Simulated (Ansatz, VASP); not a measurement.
# Two plane-wave programs on Zn

Contents of INCAR:

```
SYSTEM = Zn
PREC     = Accurate       ! precision mode
ENCUT    = 520            ! plane-wave cutoff, eV
EDIFF    = 1E-6           ! SCF threshold, eV
ISMEAR   = 0              ! smearing method
SIGMA    = 0.1            ! smearing width, eV
LREAL    = .False.        ! projectors in reciprocal space
LASPH    = .True.         ! aspherical terms in the spheres
NELM     = 100            ! most SCF steps
ALGO     = Fast           ! electronic algorithm
ISIF     = 2              ! what is computed and relaxed
LWAVE    = .False.        ! write WAVECAR
LCHARG   = .False.        ! write CHGCAR
GGA      = PE             ! functional
NBANDS   = 12             ! bands
```

Contents of KPOINTS:

```
Automatic mesh
0
Gamma
  18 18 18
  0 0 0
```

The input POSCAR:

```
Zn
1.0
    0.0000000000      1.9647760000      1.9647760000
    1.9647760000      0.0000000000      1.9647760000
    1.9647760000      1.9647760000      0.0000000000
Zn
1
Direct
    0.0000000000      0.0000000000      0.0000000000
```

Input for Ansatz:

```yaml
crystal:
  lattice:
    - [0.0, 1.964776, 1.964776]
    - [1.964776, 0.0, 1.964776]
    - [1.964776, 1.964776, 0.0]
  atoms:
    - { symbol: Zn, position: [0.0, 0.0, 0.0] }
basis:
  ecutwfc: 420
kpoints:
  mp_grid: { grid: [18, 18, 18] }
hamiltonian:
  xc: pbe
scf:
  occupations: { method: gaussian, width: 0.1 }
output:
  forces: true
  stress: true
  eigenvalues: true
  populations: true
  write_density: true
  write_potential: true
  elf: true
  volumetric_format: npy
```

Alike in both runs: task single point; functional PBE; k mesh 18 × 18 × 18; occupations gaussian, width 0.1 eV; no spin polarisation.

```csv
,VASP,Ansatz
version,VASP 6.6.1,Ansatz 0.2.0
potentials or method,"VASP PAW PBE potentials, release 64 (Zn)","scalar-relativistic, plane waves, PAW"
plane-wave cutoff (eV),520,420
valence electrons in the cell,12,12
```

```csv
,VASP,Ansatz,Ansatz less VASP
gap on the k mesh at the Fermi level (eV),none,none,-
pressure (GPa),0.2,-0.1,-0.29
```

A gap of «none» marks a metal or a gap that the smearing closes. With one functional, cell and mesh, what is left measures potentials, basis and numerics.
